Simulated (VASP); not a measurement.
A run of VASP 6.6.1 is set up as follows.

INCAR

```
  PREC = Accurate
  ENCUT = 520
  EDIFF = 1E-6
  ISMEAR = 0
  SIGMA = 0.03
  LREAL = False
  LASPH = True
  NELM = 100
  ALGO = Fast
  ISIF = 2
  LWAVE = False
  LCHARG = True
  LELF = True
  LVHAR = True
  NBANDS = 16
```

Contents of KPOINTS:

```
regular mesh
0
Gamma
  10 10 10
```

The input POSCAR:

```
AgCl
1.0
    3.4339730000      0.0000000000      0.0000000000
    0.0000000000      3.4339730000      0.0000000000
    0.0000000000      0.0000000000      3.4339730000
Ag Cl
1 1
Direct
    0.0000000000      0.0000000000      0.0000000000
    0.6456039404      0.5000000000      0.5000000000
```

Potentials or basis: VASP PAW LDA potentials, release 64 (Ag, Cl).

The run is started by

```bash
$ cat potpaw_LDA.64/Ag/POTCAR potpaw_LDA.64/Cl/POTCAR > POTCAR
$ mpirun -np 1 vasp_std > vasp.out
```

(1) Estimate the pressure.

(2) Estimate the largest force.

(3) Predict the band gap on the k mesh.

Results:

(1) -4.4 GPa.

(2) 0.077 eV/Å.

(3) 0.29 eV, indirect (least direct gap 1.47 eV).
